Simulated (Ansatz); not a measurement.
**HfC: computed DOS**

Space group P6_3mc (No. 186). a = 3.853 Å, b = 3.853 Å, c = 4.638 Å, α = 90.00°, β = 90.00°, γ = 120.00°
```csv
atom,site,symmetry,x,y,z
Hf,2b,3m.,0.3333,0.6667,0.9396
C,2b,3m.,0.3333,0.6667,0.4364
```

The runs use the primitive cell with vectors (3.853, 0.000, 0.000), (-1.926, 3.337, 0.000), (0.000, 0.000, 4.638) Å, to which the k mesh refers.

It takes space group P6_3mc (No. 186, hexagonal). The conventional cell has a = 3.853 Å, b = 3.853 Å, c = 4.638 Å, α = 90.00°, β = 90.00°, γ = 120.00°. Hf (site symmetry 3m) is surrounded by 5 C at 2.22 to 2.33 Å. Around C (site symmetry 3m) lie 5 Hf at 2.22 to 2.33 Å.

The structure comes from a relaxation in the same program, started in the wurtzite type, and has space group P6_3mc. Whether it is a known phase or the ground state wasn't checked.

Spin–orbit coupling is left out, though it moves levels of the heavy atoms by tenths of an eV or more.

Method: DFT, PBE, all-electron LAPW, scalar-relativistic in Ansatz 0.2.0.

Settings: a Γ-centred 13×13×7 k mesh, Fermi–Dirac smearing of 0.08 eV, basis error target 1 meV/atom, no spin polarisation.

(1) Where is the centre of the filled Hf 4f states between -14 eV and the top of the filled states?

(2) Tabulate the density of states.

## Answers

(1) -11.01 eV from the Fermi level.

(2) States per eV and cell, averaged over 0.4 eV, from -11.8 to 6.0 eV, with energies (bin centres) from the Fermi level; empty bins are left out. The partial columns, the largest 5 alone, are projections on Löwdin-orthogonalised atomic shells (those that the program's projection atoms carry: the occupied ones and, for some elements, an empty d or f shell; other empty shells have no column), summed over atoms of an element. Weights on diffuse s and p shells depend on that basis and aren't pure angular character.
```json
{"E (eV)": "-11.7", "total": "0.11", "Hf 4f": "0.04", "Hf 5d": "0.00", "C 2p": "0.00", "C 2s": "0.03", "Hf 6s": "0.03"}
{"E (eV)": "-11.3", "total": "9.89", "Hf 4f": "9.18", "Hf 5d": "0.10", "C 2p": "0.02", "C 2s": "0.43", "Hf 6s": "0.14"}
{"E (eV)": "-10.9", "total": "60.12", "Hf 4f": "59.95", "Hf 5d": "0.02", "C 2p": "0.05", "C 2s": "0.06", "Hf 6s": "0.03"}
{"E (eV)": "-10.5", "total": "0.65", "Hf 4f": "0.21", "Hf 5d": "0.02", "C 2p": "0.01", "C 2s": "0.21", "Hf 6s": "0.19"}
{"E (eV)": "-10.1", "total": "1.03", "Hf 4f": "0.13", "Hf 5d": "0.11", "C 2p": "0.02", "C 2s": "0.46", "Hf 6s": "0.27"}
{"E (eV)": "-9.7", "total": "1.58", "Hf 4f": "0.10", "Hf 5d": "0.28", "C 2p": "0.03", "C 2s": "0.82", "Hf 6s": "0.29"}
{"E (eV)": "-9.3", "total": "3.64", "Hf 4f": "0.18", "Hf 5d": "1.04", "C 2p": "0.03", "C 2s": "2.05", "Hf 6s": "0.23"}
{"E (eV)": "-8.9", "total": "2.72", "Hf 4f": "0.11", "Hf 5d": "0.63", "C 2p": "0.02", "C 2s": "1.76", "Hf 6s": "0.10"}
{"E (eV)": "-8.5", "total": "0.27", "Hf 4f": "0.01", "Hf 5d": "0.06", "C 2p": "0.00", "C 2s": "0.19", "Hf 6s": "0.00"}
{"E (eV)": "-4.5", "total": "1.57", "Hf 4f": "0.00", "Hf 5d": "0.55", "C 2p": "0.78", "C 2s": "0.03", "Hf 6s": "0.17"}
{"E (eV)": "-4.1", "total": "2.11", "Hf 4f": "0.00", "Hf 5d": "0.74", "C 2p": "1.05", "C 2s": "0.05", "Hf 6s": "0.20"}
{"E (eV)": "-3.7", "total": "2.53", "Hf 4f": "0.01", "Hf 5d": "0.88", "C 2p": "1.28", "C 2s": "0.06", "Hf 6s": "0.23"}
{"E (eV)": "-3.3", "total": "1.75", "Hf 4f": "0.00", "Hf 5d": "0.66", "C 2p": "0.89", "C 2s": "0.04", "Hf 6s": "0.12"}
{"E (eV)": "-2.9", "total": "1.79", "Hf 4f": "0.00", "Hf 5d": "0.71", "C 2p": "0.95", "C 2s": "0.02", "Hf 6s": "0.08"}
{"E (eV)": "-2.5", "total": "4.16", "Hf 4f": "0.01", "Hf 5d": "1.66", "C 2p": "2.31", "C 2s": "0.04", "Hf 6s": "0.07"}
{"E (eV)": "-2.1", "total": "5.63", "Hf 4f": "0.01", "Hf 5d": "2.00", "C 2p": "3.38", "C 2s": "0.05", "Hf 6s": "0.03"}
{"E (eV)": "-1.7", "total": "6.16", "Hf 4f": "0.01", "Hf 5d": "2.18", "C 2p": "3.74", "C 2s": "0.03", "Hf 6s": "0.04"}
{"E (eV)": "-1.3", "total": "2.64", "Hf 4f": "0.01", "Hf 5d": "1.00", "C 2p": "1.55", "C 2s": "0.01", "Hf 6s": "0.02"}
{"E (eV)": "-0.9", "total": "1.00", "Hf 4f": "0.00", "Hf 5d": "0.49", "C 2p": "0.48", "C 2s": "0.00", "Hf 6s": "0.00"}
{"E (eV)": "-0.5", "total": "0.47", "Hf 4f": "0.00", "Hf 5d": "0.22", "C 2p": "0.24", "C 2s": "0.00", "Hf 6s": "0.00"}
{"E (eV)": "-0.1", "total": "0.17", "Hf 4f": "0.00", "Hf 5d": "0.08", "C 2p": "0.08", "C 2s": "0.00", "Hf 6s": "0.00"}
{"E (eV)": "0.3", "total": "0.44", "Hf 4f": "0.00", "Hf 5d": "0.28", "C 2p": "0.15", "C 2s": "0.00", "Hf 6s": "0.00"}
{"E (eV)": "0.7", "total": "0.75", "Hf 4f": "0.00", "Hf 5d": "0.57", "C 2p": "0.17", "C 2s": "0.00", "Hf 6s": "0.00"}
{"E (eV)": "1.1", "total": "1.07", "Hf 4f": "0.00", "Hf 5d": "0.86", "C 2p": "0.19", "C 2s": "0.00", "Hf 6s": "0.00"}
{"E (eV)": "1.5", "total": "1.18", "Hf 4f": "0.00", "Hf 5d": "0.98", "C 2p": "0.16", "C 2s": "0.00", "Hf 6s": "0.01"}
{"E (eV)": "1.9", "total": "1.80", "Hf 4f": "0.00", "Hf 5d": "1.45", "C 2p": "0.27", "C 2s": "0.01", "Hf 6s": "0.02"}
{"E (eV)": "2.3", "total": "1.67", "Hf 4f": "0.00", "Hf 5d": "1.32", "C 2p": "0.22", "C 2s": "0.02", "Hf 6s": "0.04"}
{"E (eV)": "2.7", "total": "1.83", "Hf 4f": "0.00", "Hf 5d": "1.36", "C 2p": "0.27", "C 2s": "0.02", "Hf 6s": "0.08"}
{"E (eV)": "3.1", "total": "1.65", "Hf 4f": "0.00", "Hf 5d": "1.16", "C 2p": "0.26", "C 2s": "0.03", "Hf 6s": "0.10"}
{"E (eV)": "3.5", "total": "2.07", "Hf 4f": "0.00", "Hf 5d": "1.48", "C 2p": "0.29", "C 2s": "0.05", "Hf 6s": "0.12"}
{"E (eV)": "3.9", "total": "1.53", "Hf 4f": "0.00", "Hf 5d": "1.01", "C 2p": "0.27", "C 2s": "0.06", "Hf 6s": "0.08"}
{"E (eV)": "4.3", "total": "2.60", "Hf 4f": "0.00", "Hf 5d": "1.86", "C 2p": "0.33", "C 2s": "0.09", "Hf 6s": "0.13"}
{"E (eV)": "4.7", "total": "2.73", "Hf 4f": "0.00", "Hf 5d": "1.95", "C 2p": "0.29", "C 2s": "0.10", "Hf 6s": "0.17"}
{"E (eV)": "5.1", "total": "3.15", "Hf 4f": "0.00", "Hf 5d": "2.30", "C 2p": "0.38", "C 2s": "0.11", "Hf 6s": "0.15"}
{"E (eV)": "5.5", "total": "3.26", "Hf 4f": "0.00", "Hf 5d": "2.33", "C 2p": "0.49", "C 2s": "0.11", "Hf 6s": "0.12"}
{"E (eV)": "5.9", "total": "4.96", "Hf 4f": "0.00", "Hf 5d": "3.41", "C 2p": "0.90", "C 2s": "0.16", "Hf 6s": "0.20"}
```
